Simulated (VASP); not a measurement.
## Ag (Silver): Ag into a neighbouring Ag vacancy

Wanted: the minimum-energy path in Ag (Silver) for this move: Ag into a neighbouring Ag vacancy. The start is a cell from a database of measured crystal structures.

Method: PBE; plane waves and PAW (Ag), in VASP 6.6.1.

## Step 1: The host crystal

It takes space group Fm-3m (No. 225, cubic). Conventional cell: a = 4.085 Å, b = 4.085 Å, c = 4.085 Å, α = 90.00°, β = 90.00°, γ = 90.00°. Ag has 12 Ag at 2.89 Å nearest.

## Step 2: Relax the host

First cell and atoms are relaxed at a raised cutoff, so that later runs start from this functional's own cell.

Input file INCAR:

```
SYSTEM = Ag
PREC = Accurate
ENCUT = 350
EDIFF = 1E-06
NELM = 120
ISMEAR = 0
SIGMA = 0.1
LREAL = .FALSE.
ALGO = Normal
GGA = PE
NBANDS = 11
LORBIT = 11
LWAVE = .FALSE.
LCHARG = .FALSE.
KPAR = 3
IBRION = 2
NSW = 40
ISIF = 3
EDIFFG = -0.02
POTIM = 0.4
```

Input file POSCAR:

```
Ag
1.0
    0.0000000000      2.0427500000      2.0427500000
    2.0427500000      0.0000000000      2.0427500000
    2.0427500000      2.0427500000      0.0000000000
Ag
1
Direct
    0.0000000000      0.0000000000      0.0000000000
```

Input file KPOINTS:

```
Automatic mesh
0
Gamma
8 8 8
0 0 0
```

The projector-augmented-wave data sets are Ag (PBE family, release 64).

The run is started by

```
mpirun -np 3 vasp_std
```

Output:

```text
[banner, memory and clock lines left out]
running    3 mpi-ranks, on    1 nodes
 distrk:  each k-point on    1 cores,    3 groups
 distr:  one band on    1 cores,    1 groups

 POSCAR found type information on POSCAR Ag
 POSCAR found :  1 types and       1 ions
 LDA part: xc-table for (Slater+PW92), standard interpolation
 POSCAR, INCAR and KPOINTS ok, starting setup
 FFT: planning ... GRIDC
 FFT: planning ... GRID_SOFT
 FFT: planning ... GRID
 WAVECAR not read
 entering main loop
       N       E                     dE             d eps       ncg     rms          rms(c)
DAV:   1     0.324647111569E+02    0.32465E+02   -0.45956E+03   694   0.649E+02
DAV:   2    -0.255363068316E+01   -0.35018E+02   -0.33300E+02   704   0.154E+02
DAV:   3    -0.292858275654E+01   -0.37495E+00   -0.37490E+00   738   0.173E+01
DAV:   4    -0.292962477911E+01   -0.10420E-02   -0.10420E-02   686   0.953E-01
DAV:   5    -0.292963252829E+01   -0.77492E-05   -0.77486E-05   722   0.749E-02    0.530E+00
DAV:   6    -0.269126446304E+01    0.23837E+00   -0.98534E-01   674   0.932E+00    0.343E+00
DAV:   7    -0.268250070938E+01    0.87638E-02   -0.10027E-02   713   0.948E-01    0.191E+00
DAV:   8    -0.267949560004E+01    0.30051E-02   -0.62388E-04   677   0.183E-01    0.845E-02
DAV:   9    -0.267950466137E+01   -0.90613E-05   -0.12821E-05   731   0.311E-02    0.229E-02
DAV:  10    -0.267950918624E+01   -0.45249E-05   -0.40733E-06   700   0.189E-02    0.521E-03
DAV:  11    -0.267950883370E+01    0.35253E-06   -0.12216E-07   358   0.326E-03
   1 F= -.26795088E+01 E0= -.26779899E+01  d E =-.267951E+01
 curvature:   0.00 expect dE= 0.000E+00 dE for cont linesearch  0.000E+00
 trial: gam= 0.00000 g(F)=  0.000E+00 g(S)=  0.237E-01 ort = 0.000E+00 (trialstep = 0.100E+01)
 search vector abs. value=  0.237E-01
 bond charge predicted
       N       E                     dE             d eps       ncg     rms          rms(c)
DAV:   1    -0.309706486881E+01   -0.41756E+00   -0.68409E+00   653   0.282E+01    0.442E+00
DAV:   2    -0.270180139495E+01    0.39526E+00   -0.14164E+00   656   0.112E+01    0.151E+00
DAV:   3    -0.269038016336E+01    0.11421E-01   -0.29096E-02   733   0.153E+00    0.106E+00
DAV:   4    -0.268780038241E+01    0.25798E-02   -0.30550E-03   662   0.471E-01    0.731E-02
DAV:   5    -0.268775907041E+01    0.41312E-04   -0.39537E-04   701   0.161E-01    0.196E-02
DAV:   6    -0.268776221705E+01   -0.31466E-05   -0.69056E-06   680   0.243E-02    0.266E-03
DAV:   7    -0.268776207634E+01    0.14071E-06   -0.54541E-07   352   0.658E-03
   2 F= -.26877621E+01 E0= -.26862208E+01  d E =-.825324E-02
 trial-energy change:   -0.008253  1 .order   -0.009042   -0.023702    0.005619
 step:   0.7807(harm=  0.8084)  dis= 0.00000  next Energy=    -2.688386 (dE=-0.888E-02)
 bond charge predicted
       N       E                     dE             d eps       ncg     rms          rms(c)
DAV:   1    -0.270873887309E+01   -0.20977E-01   -0.32787E-01   653   0.602E+00    0.930E-01
DAV:   2    -0.268883684135E+01    0.19902E-01   -0.83527E-02   656   0.265E+00    0.268E-01
DAV:   3    -0.268847556079E+01    0.36128E-03   -0.61385E-04   713   0.209E-01    0.179E-01
DAV:   4    -0.268837929912E+01    0.96262E-04   -0.15492E-04   668   0.875E-02    0.136E-02
DAV:   5    -0.268837909114E+01    0.20798E-06   -0.92022E-07   678   0.808E-03
   3 F= -.26883791E+01 E0= -.26868219E+01  d E =-.887026E-02
 curvature:  -0.40 expect dE=-0.627E-05 dE for cont linesearch -0.627E-05
 trial: gam= 0.00000 g(F)=  0.235E-62 g(S)=  0.159E-04 ort =-0.613E-03 (trialstep = 0.956E+00)
 search vector abs. value=  0.159E-04
 reached required accuracy - stopping structural energy minimisation
```

Wall time 3.6 s (3 MPI ranks of AMD EPYC 7R43, shared host); peak memory 0.27 GiB.

Lines that name or quote the potential files are left out of all logs, and their timing lines are given in words.

Parts of OUTCAR (step 2):

```text
ion  position               nearest neighbor table
   1  0.000  0.000  0.000-

  LATTYP: Found a face centered cubic cell.
 ALAT       =     4.0855000000

 Subroutine GETGRP returns: Found 48 space group operations
 (whereof 48 operations were pure point group operations)

The static configuration has the point symmetry O_h .

 Found     29 irreducible k-points:

   k-points           NKPTS =     29   k-points in BZ     NKDIM =     29   number of bands    NBANDS=     11

   dimension x,y,z NGX =    18 NGY =   18 NGZ =   18
   dimension x,y,z NGXF=    36 NGYF=   36 NGZF=   36

   ENCUT  =  350.0 eV  25.72 Ry    5.07 a.u.   4.41  4.41  4.41*2*pi/ulx,y,z

   NELECT =      11.0000    total number of electrons

 k-points in reciprocal lattice and weights: Automatic mesh
   0.00000000  0.00000000  0.00000000       0.002
   0.12500000  0.00000000  0.00000000       0.016
   0.25000000  0.00000000  0.00000000       0.016
   0.37500000  0.00000000  0.00000000       0.016
   0.50000000  0.00000000  0.00000000       0.008
   0.12500000  0.12500000  0.00000000       0.012
   0.25000000  0.12500000  0.00000000       0.047
   0.37500000  0.12500000  0.00000000       0.047
   0.50000000  0.12500000  0.00000000       0.047
[...]
-0.37500000  0.50000000  0.12500000       0.023
  -0.25000000  0.50000000  0.25000000       0.012

 average (electrostatic) potential at core
       1 -71.1995

 E-fermi :   7.6710

 k-point     1 :       0.0000    0.0000    0.0000
  band No.  band energies     occupation
    ...
      2       3.2278      2.00000
      3       3.2278      2.00000
      4       3.2278      2.00000
      5       4.1925      2.00000
      6       4.1925      2.00000
      7      23.8147      0.00000
      8      27.1499      0.00000
      9      27.1499      0.00000
     10      27.1499      0.00000
     11      31.8593      0.00000

 k-point     2 :       0.1250    0.0000    0.0000
  band No.  band energies     occupation
    ...
      2       3.1479      2.00000
      3       3.3382      2.00000
      4       3.3382      2.00000
      5       4.1608      2.00000
      6       4.1608      2.00000
      7      23.1779      0.00000
      8      24.8150      0.00000
      9      27.2483      0.00000
     10      27.2483      0.00000
     11      30.8515      0.00000

 k-point     3 :       0.2500    0.0000    0.0000
  band No.  band energies     occupation
    ...
      2       3.4157      2.00000
      3       3.4157      2.00000
      4       3.4795      2.00000
      5       4.3101      2.00000
      6       4.3101      2.00000
      7      18.7196      0.00000
      8      24.3436      0.00000
      9      27.0120      0.00000
     10      27.0120      0.00000
     11      30.3497      0.00000

  Total       -0.0117018     -0.0117018     -0.0117018      0.0000000     -0.0000000      0.0000000
  in kB       -1.0559512     -1.0559512     -1.0559512      0.0000000     -0.0000000      0.0000000
  external PRESSURE =      -1.0559512 kB  Pullay stress =       0.0000000 kB

  energy-cutoff  :      350.00
  volume of cell :       17.75
      direct lattice vectors                 reciprocal lattice vectors
    -0.000000000  2.070599756  2.070599756    -0.241475929  0.241475929  0.241475929
     2.070599756 -0.000000000  2.070599756     0.241475929 -0.241475929  0.241475929
     2.070599756  2.070599756  0.000000000     0.241475929  0.241475929 -0.241475929

 POSITION                                       TOTAL-FORCE (eV/Angst)
 -----------------------------------------------------------------------------------
      0.00000      0.00000      0.00000         0.000000     -0.000000     -0.000000
 -----------------------------------------------------------------------------------
    total drift:                                0.000000     -0.000000      0.000000

  FREE ENERGIE OF THE ION-ELECTRON SYSTEM (eV)
  ---------------------------------------------------
  free  energy   TOTEN  =        -2.6883790911 eV

  energy  without entropy=       -2.6852647206  energy(sigma->0) =       -2.68682191

 reached required accuracy - stopping structural energy minimisation

 total charge
# of ion       s       p       d       tot
------------------------------------------
    1        0.411   0.272   9.155   9.838

[... 3 further parts left out ...]
```

CONTCAR:

```
Ag
   1.00000000000000
    -0.0000000000000000    2.0705997555173830    2.0705997555173830
     2.0705997555173830   -0.0000000000000000    2.0705997555173830
     2.0705997555173830    2.0705997555173830    0.0000000000000000
  Ag
     1
Direct
     0.0000000000000000    0.0000000000000000    0.0000000000000000
```

This run has no spin polarisation. Its electron count is odd, so without a moment it is a metal by construction. The k-mesh is coarse for a metal. The run keeps the 48 symmetry operations of its start, so it cannot find a distortion of lower symmetry.

The steps of the relaxation:

| step | energy less that of the first step (eV) | largest force (eV/Å) | pressure (GPa) | volume (Å³) |
| --- | --- | --- | --- | --- |
| 1 | 0.0000 | 0.0000 | 4.25 | 17.05 |
| 2 | -0.0083 | 0.0000 | -0.96 | 17.96 |
| 3 | -0.0089 | 0.0000 | -0.11 | 17.75 |

| conventional cell, symmetrised | before | after | change |
| --- | --- | --- | --- |
| a (Å) | 4.085 | 4.141 | +1.4 % |
| b (Å) | 4.085 | 4.141 | +1.4 % |
| c (Å) | 4.085 | 4.141 | +1.4 % |
| volume (Å³/atom) | 17.05 | 17.75 | +4.1 % |

Final coordinates:

```cif
data_structure
_symmetry_space_group_name_H-M 'P 1'
_symmetry_Int_Tables_number 1
_cell_length_a 2.9283
_cell_length_b 2.9283
_cell_length_c 2.9283
_cell_angle_alpha 60.000
_cell_angle_beta 60.000
_cell_angle_gamma 60.000
_cell_volume 17.75
loop_
_atom_site_label
_atom_site_type_symbol
_atom_site_fract_x
_atom_site_fract_y
_atom_site_fract_z
_atom_site_occupancy
Ag1 Ag 0.00000 0.00000 0.00000 1
```

Numbers from this step:

```
electronic cycles       : 23
electrons               : 11
free energy (TOTEN)     : -2.688 eV
energy at zero smearing : -2.687 eV
Fermi energy            : 7.671 eV
metallic                : yes
```

The run ended after 3 ionic steps, 0.009 eV below its first step, once forces and stress met EDIFFG = -0.02.

(Part 1 of 4 ends here.)

[Lines on the potential files, build, host, timing and source positions are cut from VASP's logs without a mark.]

[Logs are printed without paths, hosts, clocks, repeated set-up lines and the standing remarks that a program may print on its own settings, such as how far it seeks lower states.]

[Hosts, paths, dates, database ids (printed as entryN), source tags and the programs' standing remarks are cut or masked in the printed files.]

[Runs that stopped without an error message from VASP are left out.]
